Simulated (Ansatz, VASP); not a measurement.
## Ag2HCl2: VASP beside Ansatz

```
Ag Cl H
1.0
     3.89662    0.00000    0.00000
     0.00000    3.89662    0.00000
     0.00000    0.00000   20.14787
Ag Cl H
2 2 1
Direct
  0.00000 0.00000 0.19853
  0.50000 0.50000 0.33376
  0.50000 0.50000 0.19853
  0.00000 0.00000 0.33988
  0.12500 0.37500 0.50367
```

Alike in both runs: task single point; functional PBE; dispersion D3(BJ); k mesh 7 × 7 × 1; occupations gaussian, width 0.05 eV; collinear spin.

```csv
,VASP,Ansatz
version,VASP 6.6.1,Ansatz 0.2.0
potentials or method,"VASP PAW PBE potentials, release 64 (Ag, Cl, H)","scalar-relativistic, plane waves, PAW"
plane-wave cutoff (eV),520,420
valence electrons in the cell,37,53
```

VASP gave:

| Quantity | Value |
| --- | --- |
| gap on the k mesh at the Fermi level (eV) | 1.11 |
| least direct gap on the mesh (eV) | 2.55 |
| rms of the force components (eV/Å) | 0.096 |
| net moment per atom (μB) | 0.20 |
| size of the moment on the site where the two differ most (μB) | 0.38 |

Which values does Ansatz return?

gap on the k mesh at the Fermi level (eV): 1.12; least direct gap on the mesh (eV): 2.55; rms of the force components (eV/Å): 0.096; net moment per atom (μB): 0.20; size of the moment on the site where the two differ most (μB): 0.93.

Site moments also hang on the region over which each program counts them. The two sets of potentials don't hold the same shells in valence.
